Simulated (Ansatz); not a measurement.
# Sn: stress in a strained cell

Aim: deform Sn (equal xy, yz and zx engineering shear strains of -2 %) and compute stress, forces and field gradients with LAPW, PAW and all-electron datasets made for the crystal.

Program: Ansatz 0.2.0. Level of theory: DFT PBEsol, scalar-relativistic. These are calculated values, not measurements.

### 1 The system as given

The structure is tetragonal, space group I4/mmm (No. 139). Conventional cell: a = 3.181 Å, b = 3.181 Å, c = 5.831 Å, α = 90.00°, β = 90.00°, γ = 90.00°. Around Sn (site symmetry 4/mmm) lie 4 Sn at 3.18 Å.

Coordinates:

```xyz
1
Lattice="-1.5908 1.5907 2.9156 1.5907 -1.5908 2.9156 1.5907 1.5907 -2.9156" Properties=species:S:1:pos:R:3 pbc="T T T"
Sn    0.0000    0.0000    0.0000
```

### 2 After the deformation

Space group I4/mmm before, C2/m after.

### 3 Full-potential LAPW

The input, input.yaml:

```yaml
crystal:
  lattice:
    - [-1.635814, 1.577501, 2.91565]
    - [1.577501, -1.635814, 2.91565]
    - [1.603999, 1.603999, -2.947465]
  atoms:
    - { symbol: Sn, position: [0.0, 0.0, 0.0] }
kpoints:
  mp_grid: { grid: [15, 15, 18] }
  band_path:
    path:
      - [0.0, 0.0, 0.0]
      - [0.5, 0.5, -0.5]
      - [0.1415579806, 0.8584420194, -0.5]
      - [-0.1415579806, 0.1415579806, 0.5]
      - [0.0, 0.0, 0.5]
      - [0.0, 0.0, 0.0]
      - [-0.5, 0.5, 0.0]
      - [0.0, 0.5, 0.0]
      - [0.0, 0.0, 0.0]
    npoints: 5
scf:
  occupations: { method: fermi_dirac, width: 0.08 }
hamiltonian:
  xc: pbesol
  pseudopotentials: { kind: all_electron, lapw: { basis_error: 0.00025 } }
output:
  forces: true
  stress: true
  eigenvalues: true
```

Command:

```bash
ansatz run input.yaml --threads 1 --pin off --max-ram 3072MiB --backend cpu --events-out ev --progress --plain --runs-dir out
```

### 4 PAW on the default files

The input, input.yaml:

```yaml
crystal:
  lattice:
    - [-1.635814, 1.577501, 2.91565]
    - [1.577501, -1.635814, 2.91565]
    - [1.603999, 1.603999, -2.947465]
  atoms:
    - { symbol: Sn, position: [0.0, 0.0, 0.0] }
kpoints:
  mp_grid: { grid: [15, 15, 18] }
scf:
  occupations: { method: fermi_dirac, width: 0.08 }
hamiltonian:
  xc: pbesol
  pseudopotentials: { kind: paw }
output:
  forces: true
  stress: true
  eigenvalues: true
  efg: { contact_densities: true }
```

### 5 All-electron PAW on datasets made for the crystal

input.yaml: that of step 4 with these lines changed.

```diff
@@ -13,3 +13,3 @@
   xc: pbesol
-  pseudopotentials: { kind: paw }
+  pseudopotentials: { kind: all_electron, datasets: crystal }
 output:
```

(Steps that only read results are left out.)

**Question.** What will these runs give? Wanted: pressure; largest shear or deviatoric stress.

**Answer**, as computed:

| quantity | value |
| --- | --- |
| pressure | LAPW -4.10, PAW -4.11, crystal datasets -4.10 GPa |
| largest shear or deviatoric stress (LAPW) | 1.47 GPa |

In words: The largest part of the stress beyond the pressure is 1.47 GPa in size, in the zz component. No run of the undeformed cell stands beside it, so the pressure holds what the given cell had before the change. PAW: stress within 0.01 GPa of LAPW. Crystal datasets: stress within 0.01 GPa of LAPW.
